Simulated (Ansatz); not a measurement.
## CsH: excitons and shallow donors from band masses and screening

Level of theory: DFT r2SCAN, scalar-relativistic, plane waves, PAW in Ansatz.

Cutoff 500 eV; k points 6×6×6 on the computed 2-atom cell (Γ-centred); Gaussian smearing, width 0.02 eV; no spin polarisation.

Relaxed cell: Fm-3m, a = 6.376 Å, b = 6.376 Å, c = 6.376 Å, α = 90.00°, β = 90.00°, γ = 90.00°, 2 atoms in the primitive cell.

The calculation gives a Kohn–Sham gap of 2.68 eV, an electron mass of 0.469 mₑ and a hole mass of 0.756 mₑ (harmonic means over x, y, z and over the bands degenerate at each edge), and ε∞ = 2.97 (independent particles, mean of the diagonal).

Q: Estimate the binding energy and radius of a Wannier–Mott exciton and of a shallow donor, and say whether the hydrogenic model can hold.

A: The reduced mass is μ = mₙmₕ/(mₙ + mₕ) = 0.289 mₑ, with mₙ and mₕ the band masses. With E_b = 13.606 eV × μ/ε² and a = 0.529 Å × ε/μ (μ in mₑ) the exciton has E_b = 447 meV and a = 5.4 Å. For a donor μ is the electron mass: 725 meV and 3.3 Å. The radius isn't large against the shortest lattice vector (4.51 Å), so the continuum picture is doubtful and the numbers are only a scale. In a polar crystal the ions screen too, so a state bound more weakly than an optical phonon feels the larger static constant, which lowers the energy and widens the orbit. The other way, the small Kohn–Sham gap and the missing local fields make ε∞ too large and the masses tend to be too light, which underbinds.

Spin-orbit coupling is left out, which matters for the bands of heavy elements.